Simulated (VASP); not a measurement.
# C (Fd-3m) in VASP: notebook

Aim: see how the results for C move with the level of theory and the settings. Levels: LDA, PBEsol. Tasks: single point.

Program: VASP 6.6.1. These are calculated values, not measurements. Logs are shortened: lines on timing, memory, paths and dates and some standing lists are left out, and cuts for length are marked.

## 1. Starting point

It takes space group Fd-3m (No. 227, cubic). Conventional cell: a = 3.567 Å, b = 3.567 Å, c = 3.567 Å, α = 90.00°, β = 90.00°, γ = 90.00°. Around C (site symmetry -43m) lie 4 C at 1.54 Å.

This isn't the form of C at room conditions, which is graphite.

## 2. Single point, LDA

Contents of INCAR:

```
PREC = Accurate
ENCUT = 520
EDIFF = 1E-6
ISMEAR = 0
SIGMA = 0.03
LREAL = False
LASPH = True
NELM = 80
ALGO = Fast
ISIF = 2
LWAVE = False
LCHARG = False
NBANDS = 11
KPAR = 4
```

Contents of KPOINTS:

```
regular mesh
0
Gamma
  8 8 8
```

Contents of POSCAR:

```
C
1.0
    0.0000000000      1.7833700000      1.7833700000
    1.7833700000      0.0000000000      1.7833700000
    1.7833700000      1.7833700000      0.0000000000
C
2
Direct
    0.0000000000      0.0000000000      0.0000000000
    0.2500000000      0.2500000000      0.2500000000
```

Potentials or basis: VASP PAW LDA potentials, release 64 (C).

The run is started by

```
cat potpaw_LDA.64/C/POTCAR > POTCAR
mpirun -np 4 vasp_std > vasp.out
```

OUTCAR:

```text
PREC = Accurate
   ENCUT = 520
   EDIFF = 1E-6
   ISMEAR = 0
   LREAL = False
   LASPH = True
   NELM = 80
   ISIF = 2

 ion  position               nearest neighbor table
   1  0.000  0.000  0.000-   2 1.54   2 1.54   2 1.54   2 1.54
   2  0.250  0.250  0.250-   1 1.54   1 1.54   1 1.54   1 1.54

  LATTYP: Found a face centered cubic cell.
 ALAT       =     3.5667400000

  Lattice vectors:

 A1 = (   0.0000000000,   1.7833700000,   1.7833700000)
 A2 = (   1.7833700000,   0.0000000000,   1.7833700000)
 A3 = (   1.7833700000,   1.7833700000,   0.0000000000)

Analysis of symmetry for initial positions (statically):
=====================================================================
 Subroutine PRICEL returns:
 Original cell was already a primitive cell.

 Routine SETGRP: Setting up the symmetry group for a
 face centered cubic supercell.

 Subroutine GETGRP returns: Found 48 space group operations
 (whereof 24 operations were pure point group operations)
 out of a pool of 48 trial point group operations.

The static configuration has the point symmetry T_d .
 The point group associated with its full space group is O_h .

Analysis of symmetry for dynamics (positions and initial velocities):
=====================================================================
 Subroutine PRICEL returns:
 Original cell was already a primitive cell.

 Routine SETGRP: Setting up the symmetry group for a
 face centered cubic supercell.

 Subroutine GETGRP returns: Found 48 space group operations
 (whereof 24 operations were pure point group operations)
 out of a pool of 48 trial point group operations.

The dynamic configuration has the point symmetry T_d .
 The point group associated with its full space group is O_h .

 Subroutine INISYM returns: Found 48 space group operations
 (whereof 24 operations are pure point group operations),
 and found     1 'primitive' translations

----------------------------------------------------------------------------------------

                                     Primitive cell

  volume of cell :      11.3437

  direct lattice vectors                    reciprocal lattice vectors
     0.000000000  1.783370000  1.783370000    -0.280368067  0.280368067  0.280368067
     1.783370000  0.000000000  1.783370000     0.280368067 -0.280368067  0.280368067
     1.783370000  1.783370000  0.000000000     0.280368067  0.280368067 -0.280368067

  length of vectors
     2.522066041  2.522066041  2.522066041     0.485611737  0.485611737  0.485611737

  position of ions in fractional coordinates (direct lattice)
     0.000000000  0.000000000  0.000000000
     0.250000000  0.250000000  0.250000000

  ion indices of the primitive-cell ions
   primitive index   ion index
                 1           1
                 2           2

----------------------------------------------------------------------------------------

 KPOINTS: regular mesh

Automatic generation of k-mesh.
 Grid dimensions read from file:
 generate k-points for:    8    8    8

 Generating k-lattice:

  Cartesian coordinates                     Fractional coordinates (reciprocal lattice)
    -0.035046008  0.035046008  0.035046008     0.125000000  0.000000000  0.000000000
     0.035046008 -0.035046008  0.035046008     0.000000000  0.125000000  0.000000000
     0.035046008  0.035046008 -0.035046008     0.000000000  0.000000000  0.125000000

  Length of vectors
     0.060701467  0.060701467  0.060701467

  Shift w.r.t. Gamma in fractional coordinates (k-lattice)
     0.000000000  0.000000000  0.000000000

 Subroutine IBZKPT returns following result:
 ===========================================

 Found     29 irreducible k-points:

 Following reciprocal coordinates:
            Coordinates               Weight
  0.000000  0.000000  0.000000      1.000000
  0.125000  0.000000  0.000000      8.000000
  0.250000  0.000000  0.000000      8.000000
  0.375000  0.000000  0.000000      8.000000
  0.500000  0.000000  0.000000      4.000000
  0.125000  0.125000  0.000000      6.000000
[... 16 lines left out ...]
  0.500000  0.250000  0.125000     48.000000
 -0.375000  0.250000  0.125000     24.000000
 [... further k-points ...]
   k-points           NKPTS =     29   k-points in BZ     NKDIM =     29   number of bands    NBANDS=     11
   number of dos      NEDOS =    301   number of ions     NIONS =      2
   total plane-waves  NPLWV =   8000
   dimension x,y,z NGX =    20 NGY =   20 NGZ =   20
   dimension x,y,z NGXF=    40 NGYF=   40 NGZF=   40
   ions per type =               2
   NGX,Y,Z   is equivalent  to a cutoff of  13.18, 13.18, 13.18 a.u.
   NGXF,Y,Z  is equivalent  to a cutoff of  26.37, 26.37, 26.37 a.u.
 SYSTEM =  unknown system
   PREC   = accura    normal or accurate (medium, high low for compatibility)
   ISTART =      0    job   : 0-new  1-cont  2-samecut
   ICHARG =      2    charge: 1-file 2-atom 10-const
   ISPIN  =      1    spin polarized calculation?
   LNONCOLLINEAR =      F non collinear calculations
   LSORBIT =      F    spin-orbit coupling
   LASPH  =      T    aspherical Exc in radial PAW
   ENCUT  =  520.0 eV  38.22 Ry    6.18 a.u.   4.69  4.69  4.69*2*pi/ulx,y,z
   NELM   =     80;   NELMIN=  2; NELMDL= -5     # of ELM steps
   EDIFF  = 0.1E-05   stopping-criterion for ELM
   LREAL  =      F    real-space projection
   EDIFFG = 0.1E-04   stopping-criterion for IOM
   NSW    =      0    number of steps for IOM
   IBRION =     -1    ionic relax: 0-MD 1-quasi-New 2-CG
   NFREE  =      0    steps in history (QN), initial steepest desc. (CG)
   ISIF   =      2    stress and relaxation
   ISYM   =      2    0-nonsym 1-usesym 2-fastsym
   POTIM  = 0.5000    time-step for ionic-motion
   TEBEG  =    0.0;   TEEND  =   0.0 temperature during run
   PSTRESS=    0.0 pullay stress
   NELECT =       8.0000    total number of electrons
   NUPDOWN=      -1.0000    fix difference up-down
   EMIN   =  10.00;   EMAX   =-10.00  energy-range for DOS
   EFERMI =   0.00;   METHOD = LEGACY
   ISMEAR =     0;   SIGMA  =   0.03  broadening in eV -4-tet -1-fermi 0-gaus
   EFERMI_NEDOS =   21; number of points for ismear=-14 and -15
   IALGO  =     68    algorithm
   IMIX   =      4    mixing-type and parameters
     AMIX     =   0.40;   BMIX     =  1.00
     AMIX_MAG =   1.60;   BMIX_MAG =  1.00
  volume/ion in A,a.u.               =       5.67        38.28
  Fermi-wavevector in a.u.,A,eV,Ry     =   1.457203  2.753714 28.891161  2.123440
  Thomas-Fermi vector in A             =   2.574032
   LORBIT       =      0    0 simple, 1 ext, 2 COOP (PROOUT), +10 PAW based schemes
   GGA     = CA    functional components
   LHFCALC =     F    Hartree Fock is set to
   AEXX    =    0.0000 exact exchange contribution
   IVDW    =     0    specifies the selected vdW correction
   LEPSILON=     F    determine dielectric tensor
   LRPA    =     F    only Hartree local field effects (RPA)
 non-spin polarized calculation
 RMM-DIIS sequential band-by-band and
 Gauss-broadening in eV      SIGMA  =   0.03
  energy-cutoff  :      520.00
  volume of cell :       11.34
 maximum number of plane-waves:       314
   NGX =  9   NGY =  9   NGZ =  9

 number of electron       7.9999999 magnetization

 Free energy of the ion-electron system (eV)
  ---------------------------------------------------
  ext. energy  EPLUGINS =         0.00000000
  ---------------------------------------------------
  free energy    TOTEN  =       -20.23446847 eV

  energy without entropy =      -20.23446847  energy(sigma->0) =      -20.23446847

 E-fermi :   9.9221     XC(G=0): -13.4995

 val. band max:        9.7244104846   @ k =   0.0000   0.0000   0.0000
 cond. band min:      13.8234358454   @ k =   0.3750   0.3750   0.0000
 fundamental gap:      4.0990253608
 Fermi energy:         9.9221293295

 k-point     1 :       0.0000    0.0000    0.0000
  band No.  band energies     occupation
      1     -11.5946      2.00000
      2       9.7244      2.00000
      3       9.7244      2.00000
      4       9.7244      2.00000
      5      15.2667      0.00000
      6      15.2667      0.00000
      7      15.2667      0.00000
      8      23.2810      0.00000
      9      28.7275      0.00000
     10      36.3538      0.00000
     11      36.3542      0.00000

 k-point     2 :       0.1250    0.0000    0.0000
  band No.  band energies     occupation
      1     -11.1627      2.00000
      2       7.3353      2.00000
      3       9.0737      2.00000
      4       9.0737      2.00000
      5      16.1203      0.00000
      6      16.1203      0.00000
      7      16.5663      0.00000
      8      23.5743      0.00000
      9      29.3563      0.00000
     10      33.1408      0.00000
     11      33.1408      0.00000

 k-point     3 :       0.2500    0.0000    0.0000
  band No.  band energies     occupation
      1      -9.8796      2.00000
      2       3.1900      2.00000
      3       7.9846      2.00000
      4       7.9846      2.00000
      5      17.4490      0.00000
      6      17.4490      0.00000
      7      17.9173      0.00000
      8      24.3139      0.00000
      9      30.1188      0.00000
     10      32.0396      0.00000
     11      32.0396      0.00000

 k-point     4 :       0.3750    0.0000    0.0000
  band No.  band energies     occupation
      1      -7.8068      2.00000
      2      -0.8807      2.00000
      3       7.2064      2.00000
      4       7.2064      2.00000
      5      18.0358      0.00000
      6      18.0358      0.00000
      7      18.5542      0.00000
      8      24.9570      0.00000
      9      30.5817      0.00000
     10      33.6086      0.00000
     11      33.6105      0.00000

 k-point     5 :       0.5000    0.0000    0.0000
  band No.  band energies     occupation
      1      -5.7530      2.00000
      2      -3.6339      2.00000
      3       6.9356      2.00000
      4       6.9356      2.00000
      5      18.1071      0.00000
      6      18.1071      0.00000
      7      18.7362      0.00000
      8      25.1300      0.00000
      9      31.2490      0.00000
     10      33.6403      0.00000
     11      35.4804      0.00000
[... 211 lines left out ...]
 k-point    21 :       0.5000    0.5000    0.0000
  band No.  band energies     occupation
      1      -2.8835      2.00000
      2      -2.8835      2.00000
      3       3.4336      2.00000
      4       3.4336      2.00000
      5      14.4291      0.00000
      6      14.4291      0.00000
      7      26.3521      0.00000
      8      26.3521      0.00000
      9      32.6549      0.00000
     10      32.6549      0.00000
     11      41.8747      0.00000

 k-point    22 :       0.3750    0.2500    0.1250
  band No.  band energies     occupation
      1      -8.7542      2.00000
      2       3.3088      2.00000
      3       4.2317      2.00000
      4       6.8574      2.00000
      5      16.2507      0.00000
      6      19.6915      0.00000
      7      21.2063      0.00000
      8      21.4426      0.00000
      9      30.3114      0.00000
     10      30.9372      0.00000
     11      35.2606      0.00000

 k-point    23 :       0.5000    0.2500    0.1250
  band No.  band energies     occupation
      1      -6.7218      2.00000
      2      -0.0371      2.00000
      3       3.4879      2.00000
      4       5.6532      2.00000
      5      17.6155      0.00000
      6      19.2948      0.00000
      7      22.1129      0.00000
      8      22.9457      0.00000
      9      29.5896      0.00000
     10      31.8681      0.00000
     11      35.6223      0.00000

 k-point    24 :      -0.3750    0.2500    0.1250
  band No.  band energies     occupation
      1      -4.7501      2.00000
      2      -2.6037      2.00000
      3       3.4670      2.00000
      4       5.0369      2.00000
      5      17.8966      0.00000
      6      19.1763      0.00000
      7      22.7597      0.00000
      8      24.4409      0.00000
      9      27.7783      0.00000
     10      33.3476      0.00000
     11      35.8650      0.00000

 [... further k-points ...]
[... 5 lines left out ...]
  --------------------------------------------------------------------------------------
  -------------------------------------------------------------------------------------
  Total       -0.8234079     -0.8234079     -0.8234079     -0.0000000     -0.0000000      0.0000000
  in kB     -116.2977308   -116.2977308   -116.2977308     -0.0000000     -0.0000000      0.0000000
  external PRESSURE =    -116.2977308 kB  Pullay stress =       0.0000000 kB

 VOLUME and BASIS-vectors are now :
 -----------------------------------------------------------------------------
  energy-cutoff  :      520.00
  volume of cell :       11.34
      direct lattice vectors                 reciprocal lattice vectors
     0.000000000  1.783370000  1.783370000    -0.280368067  0.280368067  0.280368067
     1.783370000  0.000000000  1.783370000     0.280368067 -0.280368067  0.280368067
     1.783370000  1.783370000  0.000000000     0.280368067  0.280368067 -0.280368067

 POSITION                                       TOTAL-FORCE (eV/Angst)
 -----------------------------------------------------------------------------------
      0.00000      0.00000      0.00000         0.000000      0.000000     -0.000000
      0.89168      0.89168      0.89168        -0.000000     -0.000000      0.000000
 -----------------------------------------------------------------------------------
    total drift:                                0.000000      0.000000      0.000000

  FREE ENERGIE OF THE ION-ELECTRON SYSTEM (eV)
  ---------------------------------------------------
  free  energy   TOTEN  =       -20.2344684665 eV

  energy  without entropy=      -20.2344684665  energy(sigma->0) =      -20.23446847
```

It took 2.1 s on 4 MPI ranks of AMD EPYC 7R13 (Zen 3), shared host; peak memory 0.09 GiB.

What came out:

```
Free energy            : -20.2345 eV
Pressure               : -11.6 GPa
Band gap on the k mesh : 4.10 eV, indirect (least direct gap 5.54 eV)
```

A k mesh can miss the band edges. LDA gaps usually lie below the measured ones, often by a third to a half.

## 3. Single point, PBEsol

Contents of INCAR:

```
SYSTEM = C
PREC = Accurate
ENCUT = 520
EDIFF = 1E-6
ISMEAR = 0
SIGMA = 0.03
LREAL = .False.
LASPH = .True.
NELM = 80
ALGO = Normal
ISIF = 2
LWAVE = .False.
LCHARG = .False.
GGA = PS
NBANDS = 11
KPAR = 4
```

Contents of KPOINTS:

```
Automatic mesh
0
Gamma
  8 8 8
  0 0 0
```

POSCAR is that of step 2.

Potentials or basis: VASP PAW PBE potentials, release 64 (C).

The run is started by

```
cat potpaw_PBE.64/C/POTCAR > POTCAR
mpirun -np 4 vasp_std > vasp.out
```

OUTCAR:

```text
SYSTEM = C
   PREC = Accurate
   ENCUT = 520
   EDIFF = 1E-6
   ISMEAR = 0
   LREAL = .False.
   LASPH = .True.
   NELM = 80
   ISIF = 2
   GGA = PS

 ion  position               nearest neighbor table
   1  0.000  0.000  0.000-   2 1.54   2 1.54   2 1.54   2 1.54
   2  0.250  0.250  0.250-   1 1.54   1 1.54   1 1.54   1 1.54

  LATTYP: Found a face centered cubic cell.
 ALAT       =     3.5667400000

  Lattice vectors:

[... 515 lines left out ...]
      4       4.9833      2.00000
      5      17.8704      0.00000
      6      19.1061      0.00000
      7      22.7566      0.00000
      8      24.5003      0.00000
      9      27.8029      0.00000
     10      33.4916      0.00000
     11      35.8664      0.00000

 [... further k-points ...]
[... 5 lines left out ...]
  --------------------------------------------------------------------------------------
  -------------------------------------------------------------------------------------
  Total       -0.2658221     -0.2658221     -0.2658221      0.0000000      0.0000000      0.0000000
  in kB      -37.5445774    -37.5445774    -37.5445774      0.0000000      0.0000000      0.0000000
  external PRESSURE =     -37.5445774 kB  Pullay stress =       0.0000000 kB

 VOLUME and BASIS-vectors are now :
 -----------------------------------------------------------------------------
  energy-cutoff  :      520.00
  volume of cell :       11.34
      direct lattice vectors                 reciprocal lattice vectors
     0.000000000  1.783370000  1.783370000    -0.280368067  0.280368067  0.280368067
     1.783370000  0.000000000  1.783370000     0.280368067 -0.280368067  0.280368067
     1.783370000  1.783370000  0.000000000     0.280368067  0.280368067 -0.280368067

 POSITION                                       TOTAL-FORCE (eV/Angst)
 -----------------------------------------------------------------------------------
      0.00000      0.00000      0.00000        -0.000000     -0.000000      0.000000
      0.89168      0.89168      0.89168         0.000000      0.000000     -0.000000
 -----------------------------------------------------------------------------------
    total drift:                                0.000000      0.000000      0.000000

  FREE ENERGIE OF THE ION-ELECTRON SYSTEM (eV)
  ---------------------------------------------------
  free  energy   TOTEN  =       -19.2479903256 eV

  energy  without entropy=      -19.2479903256  energy(sigma->0) =      -19.24799033
```

It took 2.3 s on 4 MPI ranks of AMD EPYC 7R43 (Zen 3), shared host; peak memory 0.08 GiB.

Results:

| Quantity | Value |
| --- | --- |
| Free energy | -19.2480 eV |
| Pressure | -3.8 GPa |
| Band gap on the k mesh | 4.00 eV, indirect (least direct gap 5.54 eV) |

Caveat: the PAW data sets were made with another functional, which shifts forces and pressure a little. A k mesh can miss the band edges.
